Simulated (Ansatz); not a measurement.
Starting cell, CsPbI$_{3}$ (cubic perovskite):

```yaml
crystal:
  lattice:
    - [6.33267, 0.00000, 0.00000]
    - [0.00000, 6.33267, 0.00000]
    - [0.00000, 0.00000, 6.33267]
  atoms:
    - { symbol: Cs, position: [0.00000, 0.00000, 0.00000] }
    - { symbol: Pb, position: [0.50000, 0.50000, 0.50000] }
    - { symbol: I, position: [0.00000, 0.50000, 0.50000] }
    - { symbol: I, position: [0.50000, 0.50000, 0.00000] }
    - { symbol: I, position: [0.50000, 0.00000, 0.50000] }
```

Two-dimensional scan of atom 1 (Cs, nearest neighbour I at 4.478 Å; its periodic images, 6.3 Å or more away, move with it): u runs along (1.000, 0.000, 0.000), v along (0.000, 0.000, 1.000) (Cartesian). Cell and other atoms are fixed.

Computed with r2SCAN (plane waves to 500 eV, PAW, scalar-relativistic; Ansatz, a first-principles code). k mesh 4×4×4 (Γ-centred), Fermi-Dirac smearing 0.05 eV. The energy includes the smearing's −TS. Points where atoms come too close for the PAW data are left out (x in tables, blank in figures). On this mesh the relaxed cell isn't quite at rest: it carries a pressure of 0.1 GPa (compression positive) at the zero of the scan. CsPbI3 was relaxed with its symmetry unable to fall. Spin-orbit coupling is left out, though I and Pb are heavy. This is a high-temperature form of CsPbI3. ΔE is measured from the undisplaced structure. Axes are in Å.

```csv
ΔE (meV/cell),u = -1.480,u = -0.987,u = -0.493,u = 0.000,u = 0.493,u = 0.987,u = 1.480
v = -1.480,x,x,___,___,___,x,x
v = -0.987,x,692,196,86,196,692,x
v = -0.493,___,196,37,8,37,196,___
v = 0.000,___,86,8,0,8,86,___
v = 0.493,___,196,37,8,37,196,___
v = 0.987,x,692,196,86,196,692,x
v = 1.480,x,x,___,___,___,x,x
```

Task: Fill in the missing entries.

Result: 
- v = -1.480, u = -0.493: 655
- v = -1.480, u = 0.000: 353
- v = -1.480, u = 0.493: 655
- v = -0.493, u = -1.480: 655
- v = -0.493, u = 1.480: 655
- v = 0.000, u = -1.480: 353
- v = 0.000, u = 1.480: 353
- v = 0.493, u = -1.480: 655
- v = 0.493, u = 1.480: 655
- v = 1.480, u = -0.493: 655
- v = 1.480, u = 0.000: 353
- v = 1.480, u = 0.493: 655

(A displaced cell: forces are minus the slopes of the energy, force constants its curvatures, and phonons follow from these.)
